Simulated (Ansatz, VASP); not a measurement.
**TePb: VASP beside Ansatz**

```
CELL_PARAMETERS angstrom
0.00000 3.26784 3.26784
3.26784 0.00000 3.26784
3.26784 3.26784 0.00000
ATOMIC_POSITIONS crystal
Pb 0.00000 0.00000 0.00000
Te 0.50000 0.50000 0.50000
```

Alike in both runs: task single point; functional PBE; dispersion D4; k mesh 6 × 6 × 6; no spin polarisation.

|  | VASP | Ansatz |
| --- | --- | --- |
| version | VASP 6.6.1 | Ansatz 0.2.0 |
| potentials or method | VASP PAW PBE potentials, release 64 (Pb_d, Te) | plane waves |
| plane-wave cutoff (eV) | 520 | 420 |
| occupations | gaussian, width 0.01 eV | fixed |
| valence electrons in the cell | 20 | 30 |

|  | VASP | Ansatz | Ansatz less VASP |
| --- | --- | --- | --- |
| gap on the k mesh at the Fermi level (eV) | 0.80 | 0.80 | -0.004 |
| pressure (GPa) | -0.9 | -0.9 | +0.04 |
| dispersion energy (meV/atom) | -424.8 | -425.0 | -0.21 |

The two sets of potentials don't hold the same shells in valence. Ansatz warned: «dispersion_switch_in_reach».

Caveats: spin-orbit coupling is left out, which as a rule narrows the gap of such compounds by several tenths of an eV. A k mesh can miss the band edges.
